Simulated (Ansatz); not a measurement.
# SnTe (Fm-3m) in Ansatz: notebook

One crystal, SnTe, is run at these levels: LDA; tasks: band structure, single point, equation of state.

Program: Ansatz 0.2.0. These are calculated values, not measurements. Logs are shortened: lines on timing, memory, paths and dates and some standing lists are left out, and cuts for length are marked.

**What was measured.**

From a printed reference work, textbook, for a bulk crystal of SnTe at 300 K: band gap 0.18 eV (direct).

The runs below are set against these values where they give the same quantity.

## 1. The structure

The structure is cubic, space group Fm-3m (No. 225). Conventional cell: a = 6.302 Å, b = 6.302 Å, c = 6.302 Å, α = 90.00°, β = 90.00°, γ = 90.00°. Around Te (site symmetry m-3m) lie 6 Sn at 3.15 Å. Around Sn (site symmetry m-3m) lie 6 Te at 3.15 Å.

## 2. Band structure, LDA

input.yaml reads:

```yaml
crystal:
  lattice:
    - [0.0, 3.15085, 3.15085]
    - [3.15085, 0.0, 3.15085]
    - [3.15085, 3.15085, 0.0]
  atoms:
    - { symbol: Te, position: [0.5, 0.5, 0.5] }
    - { symbol: Sn, position: [0.0, 0.0, 0.0] }
hamiltonian:
  xc: lda
  pseudopotentials: { kind: paw }
kpoints:
  mp_grid: { grid: [7, 7, 7] }
  band_path:
    path:
      - [[0.0, 0.0, 0.0], [0.5, 0.0, 0.5], [0.5, 0.25, 0.75], [0.375, 0.375, 0.75], [0.0, 0.0, 0.0], [0.5, 0.5, 0.5], [0.625, 0.25, 0.625], [0.5, 0.25, 0.75], [0.5, 0.5, 0.5], [0.375, 0.375, 0.75]]
      - [[0.625, 0.25, 0.625], [0.5, 0.0, 0.5]]
    npoints: 14
scf:
  occupations: { method: fermi_dirac, width: 0.05 }
  n_extra_bands: 6
output:
  forces: true
  stress: true
  eigenvalues: true
  fatbands: true
```

Potentials or basis: Ansatz PAW.

Command:

```
$ ansatz run input.yaml --threads 2 --pin off --max-ram 5632MiB --backend cpu --events-out ev --progress --plain --runs-dir out
```

Standard output:

```text
Warning: RAYON_NUM_THREADS=2 ignored (pool sized by the plan → 2); use --threads N
scf.n_extra_bands = 6 over 15 filled bands (N_el = 30.0): the run solves 21 bands
Engine: ansatz 0.2.0, aarch64-unknown-linux-gnu
Pseudopotentials: kind: paw
Pseudopotential: Te, paw, valence charge 16, recommended cutoff 420 eV (normal), Te.paw.azcp
Pseudopotential: Sn, paw, valence charge 14, recommended cutoff 420 eV (normal), Sn.paw.azcp
Functional definition: SPW92
  exchange = slater_x
  correlation = pw_c
Crystal: 2 atoms, lattice volume = 62.562 Å³
Basis set: ecut = 420 eV, 1243 PW (Γ)
Bands: 21, of which v1, the nominal top of the filled ones, is band 15 counted from 1 (14 counted from 0)
Symmetry: 48 space group operations
Space group: Fm-3m (ITA 225), of the structure as read, at distance tolerance 4.0e-5 Å
k-points: 20 of 343
Non-local potential: Te, projectors of the file, l = 0: 2, l = 1: 2, l = 2: 2, l = 3: 2
Non-local potential: Sn, projectors of the file, l = 0: 2, l = 1: 2, l = 2: 2, l = 3: 2
PAW form: soft (Blöchl's): semilocal exchange-correlation on the pseudo side does not see the compensation charge
PAW frozen core: Te, regenerated for the run's functional, and the local potential with it (the file was generated under x = pbe(κ = 0.804, μ = 0.2195149727645171), c = pbe(β = 0.06672455060314922))
PAW frozen core: Sn, regenerated for the run's functional, and the local potential with it (the file was generated under x = pbe(κ = 0.804, μ = 0.2195149727645171), c = pbe(β = 0.06672455060314922))
PAW one-centre angular grid: Te, 590 points (default); XC on 64 Gauss nodes
PAW one-centre angular grid: Sn, 590 points (default); XC on 64 Gauss nodes
Initial density: superposition of atomic densities (neutral atoms: chi_scale 0, normalization atom), corrected by the library's trained network
Initial wavefunctions: pseudopotential atomic-orbital guess
Functional: x = slater, c = lda
SCF iter   1: F=—  HF=-12707.278506 eV  |F-HF|=—  |Δ(HF+E_count)|=         —  Δρ=5.29e-3  dr2=7.36e-3  ethr=1.77e-3  ⟨swp⟩=7.0  Hψ=2274  notcnv=0  defer=1
preconditioner: auto → none  [insulator: Δε(μ)=0.662 eV  Ē_g=10.232 eV  σ=0.050 eV  W_gap=1.00  n_scr=14 (ndim 8)  ℏωp=14.8 eV  f_vac=0.009  D(μ)=0.00/eV (n_scr^D=0)  ε∞_Penn≈3.1]
SCF iter   2: F=—  HF=-12707.273318 eV  |F-HF|=—  |Δ(HF+E_count)|=   5.19e-3  Δρ=2.06e-3  dr2=1.18e-3  ethr=2.45e-5  ⟨swp⟩=2.0  Hψ=831  notcnv=0  defer=1
SCF iter   3: F=—  HF=-12707.272933 eV  |F-HF|=—  |Δ(HF+E_count)|=   3.84e-4  Δρ=2.34e-4  dr2=3.07e-5  ethr=3.93e-6  ⟨swp⟩=2.0  Hψ=598  notcnv=0  defer=1
SCF iter   4: F=—  HF=-12707.272926 eV  |F-HF|=—  |Δ(HF+E_count)|=   7.03e-6  Δρ=7.85e-5  dr2=3.82e-6  ethr=1.02e-7  ⟨swp⟩=2.0  Hψ=697  notcnv=0  defer=1
iter 5 did not close the SCF: its close was put off for the readings that it lacked (scf_convergence_deferred on its scf_iter line)
SCF iter   5: F=-12707.272924 eV  HF=-12707.272924 eV  |F-HF|=2.61e-8  |Δ(HF+E_count)|=   2.05e-6  Δρ=1.33e-5  dr2=9.77e-8  ethr=1.27e-8  ⟨swp⟩=2.0  Hψ=697  notcnv=0  defer=1
SCF iter   6: F=-12707.272924 eV  HF=-12707.272924 eV  |F-HF|=2.26e-10  |Δ(HF+E_count)|=   2.43e-9  Δρ=1.58e-6  dr2=8.03e-10  ethr=3.26e-10  ⟨swp⟩=6.2  Hψ=2049  notcnv=0
SCF 1 converged in 6 iterations: F = -12707.272924 eV  dr2 = 8.03e-10
NSCF: frozen V_eff on 142 k-points
SCF converged after 6 iterations
Free energy (F): -12707.272924 eV
Harris-Foulkes:  -12707.272924 eV  (|F-HF|=2.26e-10)
Internal energy: -12707.272857 eV  (E = F + TS)
E sigma→0 (E₀):  -12707.272891 eV
Entropy (-TS):   -0.000067 eV (-0.034 meV/atom)
Fermi energy:    9.362999 eV
--- Per-component energies (eV) ---
  E_band       = -361.459087
  E_kinetic    = 368.374513
  E_local      = -2165.353420  (includes V_loc(G=0)·N_el)
  E_nonlocal   = -333.181301
  E_hartree    = 1352.817588
  E_xc         = -503.724352
  E_vxc        = -204.264860  (∫ρ·V_xc dr)
  E_paw        = -8501.818752  (= ΣΔE_a)
  E_vpaw       = -732.670081  (= ΣTr[D̂ρ^β])
  E_aug_tail   = -0.000168  (compensation charges beyond the density's cutoff)
  E_ewald      = -2925.490525
  E_core_change = 1.103559  (= ΣΔE_core)
  E_smearing   = -0.000067  (= −TS)
  E_closure    = -0.000000  (closes the sum)
  Σ components = -12707.272924   (vs F -12707.272924, Δ=0.00e0)
--- Forces (eV/Å), atoms counted from 1 ---
  atom   1  Te     0.00000000    -0.00000000     0.00000000
  atom   2  Sn    -0.00000000     0.00000000     0.00000000
  max |Σ_I F_I| component: 3.37e-29 eV/Å
--- Stress (GPa, compression-positive) ---
       -1.567863       0.000000      -0.000000
        0.000000      -1.567863      -0.000000
        0.000000      -0.000000      -1.567863
  P = ⅓ Tr σ = -1.5679 GPa (-15.679 kbar)
--- Band table (eV; the first three rows and the last of 20) ---
  k-point 0: bands = ["-27.6110", "-27.6110", "-27.6054", "-27.6054", "-27.6054", "-12.4315", "-12.4315", "-12.4229", "-12.4229", "-12.4229", "-3.5024", "4.4944", "7.2266", "7.2266", "7.2266", "12.6335", "12.6335", "12.6335", "14.1784", "14.1784", "14.1784"]
  k-point 1: bands = ["-27.6110", "-27.6110", "-27.6053", "-27.6053", "-27.6053", "-12.4325", "-12.4325", "-12.4226", "-12.4218", "-12.4218", "-3.3326", "3.6627", "7.2590", "7.2590", "7.7853", "11.8275", "11.8275", "11.8416", "14.0870", "14.5945", "14.5945"]
  k-point 2: bands = ["-27.6109", "-27.6109", "-27.6052", "-27.6050", "-27.6050", "-12.4350", "-12.4350", "-12.4220", "-12.4190", "-12.4190", "-2.8679", "2.2337", "7.3758", "7.3758", "8.5006", "10.6160", "10.6160", "10.6430", "14.7466", "15.7436", "15.7436"]
  k-point 19: bands = ["-27.6111", "-27.6105", "-27.6051", "-27.6048", "-27.6042", "-12.4442", "-12.4324", "-12.4209", "-12.4179", "-12.4126", "-1.8858", "1.7856", "4.4201", "5.1333", "8.1163", "10.4969", "13.4602", "14.3546", "14.5876", "15.8008", "19.2447"]
```

It took 4.4 s on 2 threads of Arm Neoverse V1, shared host; peak memory 0.34 GiB.

Results:

```
Free energy             : -12707.2729 eV
Pressure                : -1.6 GPa
Band gap along the path : 0.07 eV, indirect (least direct gap 0.10 eV)
```

Levels at the corners of the path, in eV from the Fermi level:
```
point  band 13  band 14  band 15  band 16  band 17  band 18
    Γ    -2.14    -2.14    -2.14     3.27     3.27     3.27
    X    -5.57    -3.73    -3.73     2.19     4.83     4.83
    W    -4.82    -4.82    -0.84     0.79     4.60     4.60
    K    -5.17    -3.24    -2.75     2.98     3.03     4.17
    Γ    -2.14    -2.14    -2.14     3.27     3.27     3.27
    L    -1.79    -1.79    -0.07     0.03     0.33     0.33
    U    -5.17    -3.24    -2.75     2.98     3.03     4.17
    W    -4.82    -4.82    -0.84     0.79     4.60     4.60
    L    -1.79    -1.79    -0.07     0.03     0.33     0.33
    K    -5.17    -3.24    -2.75     2.98     3.03     4.17
    U    -5.17    -3.24    -2.75     2.98     3.03     4.17
    X    -5.57    -3.73    -3.73     2.19     4.83     4.83
```

Caveat: this odd mesh misses L, where the gap lies, so gap, dielectric constants and Born charges aren't listed; spin-orbit coupling is left out, which moves the levels of the heavy elements; the PAW data sets come from PBE, with cores solved anew for the run's functional, which leaves a small shift of forces and pressure.

## 3. Single point, LDA, 29.40 Å³/atom (volume scaled by 0.94)

input.yaml reads:

```yaml
crystal:
  lattice:
    - [0.0, 3.0865288906, 3.0865288906]
    - [3.0865288906, 0.0, 3.0865288906]
    - [3.0865288906, 3.0865288906, 0.0]
  atoms:
    - { symbol: Te, position: [0.5, 0.5, 0.5] }
    - { symbol: Sn, position: [0.0, 0.0, 0.0] }
hamiltonian:
  xc: lda
  pseudopotentials: { kind: paw }
kpoints:
  mp_grid: { grid: [7, 7, 7] }
scf:
  occupations: { method: fermi_dirac, width: 0.05 }
output:
  forces: true
  stress: true
  eigenvalues: true
```

Potentials or basis: Ansatz PAW.

Command:

```
$ ansatz run input.yaml --threads 2 --pin off --max-ram 5632MiB --backend cpu --events-out ev --progress --plain --runs-dir out
```

It took 1.4 s on 2 threads of Arm Neoverse V1, shared host; peak memory 0.31 GiB.

The run converged. Its results:

| Quantity | Value |
| --- | --- |
| Free energy | -12707.2757 eV |
| Pressure | 1.5 GPa |

Caveat: this odd mesh misses L, where the gap lies, so gap, dielectric constants and Born charges aren't listed; the PAW data sets come from PBE, with cores solved anew for the run's functional, which leaves a small shift of forces and pressure.

## 4. Single point, LDA, 30.03 Å³/atom (volume scaled by 0.96)

input.yaml, as its differences from that of step 3:

```diff
@@ -2,5 +2,5 @@
   lattice:
-    - [0.0, 3.0865288906, 3.0865288906]
-    - [3.0865288906, 0.0, 3.0865288906]
-    - [3.0865288906, 3.0865288906, 0.0]
+    - [0.0, 3.1082657258, 3.1082657258]
+    - [3.1082657258, 0.0, 3.1082657258]
+    - [3.1082657258, 3.1082657258, 0.0]
   atoms:
@@ -19 +19,5 @@
   eigenvalues: true
+  write_density: true
+  write_potential: true
+  elf: true
+  volumetric_format: npy
```

Command:

```
$ ansatz run input.yaml --threads 2 --pin off --max-ram 5632MiB --backend cpu --events-out ev --progress --plain --runs-dir out
```

Run time: 1.2 s. Hardware: 2 threads of Arm Neoverse V1, shared host; peak memory 0.31 GiB.

It converged, with:

```
Free energy : -12707.2829 eV
Pressure    : 0.4 GPa
```

Caveat: this odd mesh misses L, where the gap lies, so gap, dielectric constants and Born charges aren't listed; the PAW data sets come from PBE, with cores solved anew for the run's functional, which leaves a small shift of forces and pressure.

## 5. Single point, LDA, 30.66 Å³/atom (volume scaled by 0.98)

input.yaml reads:

```yaml
crystal:
  lattice:
    - [0.0, 3.1297027185, 3.1297027185]
    - [3.1297027185, 0.0, 3.1297027185]
    - [3.1297027185, 3.1297027185, 0.0]
  atoms:
    - { symbol: Te, position: [0.5, 0.5, 0.5] }
    - { symbol: Sn, position: [0.0, 0.0, 0.0] }
hamiltonian:
  xc: lda
  pseudopotentials: { kind: paw }
kpoints:
  mp_grid: { grid: [7, 7, 7] }
scf:
  occupations: { method: fermi_dirac, width: 0.05 }
output:
  forces: true
  stress: true
  eigenvalues: true
```

Command:

```
$ ansatz run input.yaml --threads 2 --pin off --max-ram 5632MiB --backend cpu --events-out ev --progress --plain --runs-dir out
```

It took 1.6 s on 2 threads of Arm Neoverse V1, shared host; peak memory 0.31 GiB.

It converged, with:

- Free energy: -12707.2817 eV
- Pressure: -0.7 GPa

Caveat: this odd mesh misses L, where the gap lies, so gap, dielectric constants and Born charges aren't listed; the PAW data sets come from PBE, with cores solved anew for the run's functional, which leaves a small shift of forces and pressure.

## 6. Single point, LDA, 31.28 Å³/atom

input.yaml, as its differences from that of step 5:

```diff
@@ -2,5 +2,5 @@
   lattice:
-    - [0.0, 3.1297027185, 3.1297027185]
-    - [3.1297027185, 0.0, 3.1297027185]
-    - [3.1297027185, 3.1297027185, 0.0]
+    - [0.0, 3.15085, 3.15085]
+    - [3.15085, 0.0, 3.15085]
+    - [3.15085, 3.15085, 0.0]
   atoms:
```

Potentials or basis: Ansatz PAW.

Command:

```
$ ansatz run input.yaml --threads 2 --pin off --max-ram 5632MiB --backend cpu --events-out ev --progress --plain --runs-dir out
```

Run time: 1.2 s. Hardware: 2 threads of Arm Neoverse V1, shared host; peak memory 0.31 GiB.

Results (log left out):

* Free energy: -12707.2729 eV
* Pressure: -1.6 GPa

Caveat: this odd mesh misses L, where the gap lies, so gap, dielectric constants and Born charges aren't listed; the PAW data sets come from PBE, with cores solved anew for the run's functional, which leaves a small shift of forces and pressure.

## 7. Single point, LDA, 31.91 Å³/atom (volume scaled by 1.02)

input.yaml, as its differences from that of step 6:

```diff
@@ -2,5 +2,5 @@
   lattice:
-    - [0.0, 3.15085, 3.15085]
-    - [3.15085, 0.0, 3.15085]
-    - [3.15085, 3.15085, 0.0]
+    - [0.0, 3.1717171644, 3.1717171644]
+    - [3.1717171644, 0.0, 3.1717171644]
+    - [3.1717171644, 3.1717171644, 0.0]
   atoms:
```

Command:

```
$ ansatz run input.yaml --threads 2 --pin off --max-ram 5632MiB --backend cpu --events-out ev --progress --plain --runs-dir out
```

It took 1.1 s on 2 threads of Arm Neoverse V1, shared host; peak memory 0.31 GiB.

The run converged. Its results:

- Free energy: -12707.2574 eV
- Pressure: -2.4 GPa

Caveat: this odd mesh misses L, where the gap lies, so gap, dielectric constants and Born charges aren't listed; the PAW data sets come from PBE, with cores solved anew for the run's functional, which leaves a small shift of forces and pressure.

## 8. Single point, LDA, 32.53 Å³/atom (volume scaled by 1.04)

input.yaml, as its differences from that of step 7:

```diff
@@ -2,5 +2,5 @@
   lattice:
-    - [0.0, 3.1717171644, 3.1717171644]
-    - [3.1717171644, 0.0, 3.1717171644]
-    - [3.1717171644, 3.1717171644, 0.0]
+    - [0.0, 3.1923133075, 3.1923133075]
+    - [3.1923133075, 0.0, 3.1923133075]
+    - [3.1923133075, 3.1923133075, 0.0]
   atoms:
```

Command:

```
$ ansatz run input.yaml --threads 2 --pin off --max-ram 5632MiB --backend cpu --events-out ev --progress --plain --runs-dir out
```

Run time: 0.94 s. Hardware: 2 threads of Arm Neoverse V1, shared host; peak memory 0.31 GiB.

Results (log left out):

```yaml
Free_energy: -12707.2359 eV
Pressure: -3.1 GPa
```

Caveat: this odd mesh misses L, where the gap lies, so gap, dielectric constants and Born charges aren't listed; the PAW data sets come from PBE, with cores solved anew for the run's functional, which leaves a small shift of forces and pressure.

## 9. Single point, LDA, 33.16 Å³/atom (volume scaled by 1.06)

input.yaml, as its differences from that of step 8:

```diff
@@ -2,5 +2,5 @@
   lattice:
-    - [0.0, 3.1923133075, 3.1923133075]
-    - [3.1923133075, 0.0, 3.1923133075]
-    - [3.1923133075, 3.1923133075, 0.0]
+    - [0.0, 3.2126470615, 3.2126470615]
+    - [3.2126470615, 0.0, 3.2126470615]
+    - [3.2126470615, 3.2126470615, 0.0]
   atoms:
```

Potentials or basis: Ansatz PAW.

Command:

```
$ ansatz run input.yaml --threads 2 --pin off --max-ram 5632MiB --backend cpu --events-out ev --progress --plain --runs-dir out
```

Run time: 1.2 s. Hardware: 2 threads of Arm Neoverse V1, shared host; peak memory 0.31 GiB.

It converged, with:

```yaml
Free_energy: -12707.2091 eV
Pressure: -3.8 GPa
```

Caveat: this odd mesh misses L, where the gap lies, so gap, dielectric constants and Born charges aren't listed; the PAW data sets come from PBE, with cores solved anew for the run's functional, which leaves a small shift of forces and pressure.

## 10. Equation of state, LDA

This step only gathers the single runs of the series.

Results:

```
Equilibrium volume                      : 30.25 Å³/atom
Bulk modulus                            : 50 GPa
Pressure derivative of the bulk modulus : 4.4
```

Energy against volume, from the lowest point:
```csv
volume (Å³/atom),energy (meV/atom)
29.404,3.61
30.030,0.00
30.656,0.60
31.281,4.98
31.907,12.71
32.532,23.46
33.158,36.91
```

Caveat: this odd mesh misses L, where the gap lies, so gap, dielectric constants and Born charges aren't listed. LDA usually gives volumes a few per cent too small.

## 11. Against experiment

Step 2. Measured gap of SnTe: 0.18 eV (direct; 300 K; a printed reference work, textbook). This calculation gives 0.07 eV (-0.11 eV). Spin-orbit coupling on Sn, Te is left out. The value is that of LDA, without temperature or zero-point motion. Semilocal functionals fall short of measured gaps as a rule.
